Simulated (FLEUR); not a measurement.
C: equation of state with r2SCAN

Crystal: C.

```
C
1.0
     1.22805   -2.12706    0.00000
     1.22805    2.12706    0.00000
     0.00000    0.00000    7.17327
C
4
Cartesian
  1.2280 -1.7724 5.4025
  1.2280 0.3547 1.7708
  1.2280 1.7724 1.7708
  1.2280 -0.3547 5.4025
```

This is a stacking variant of graphite.

```yaml
Program: FLEUR MaX-R8.1 (later development tree)
Task: equation of state
Functional: r2SCAN
Potentials_or_basis: all-electron
Basis: FLAPW
Kmax: 6 1/bohr
k_mesh: 12 × 12 × 4
Occupations: fermi-dirac, width 0.05 eV
Spin: no spin polarisation
Gmax: 18.6 1/bohr
Muffin-tin_radii: C 1.2 bohr
lmax: C 8
lnonsphr: C 8
Local_orbitals_a_species: C 3
```

```yaml
Equilibrium_volume: 9.36 Å³/atom
Bulk_modulus_at_fixed_shape_and_positions: 270 GPa
```

Energy against volume, from the lowest point:
```
volume (Å³/atom)  energy (meV/atom)
           8.807              30.15
           8.994              12.76
           9.369               0.00
           9.744              12.50
           9.931              26.78
```

Caveat: the meta-GGA is that of a development version, with a GGA for the radial functions and cores and without core tails; the cell was scaled at fixed shape and fractional positions, which overstates the stiffness of a crystal with free parameters, most of all of layers and chains.
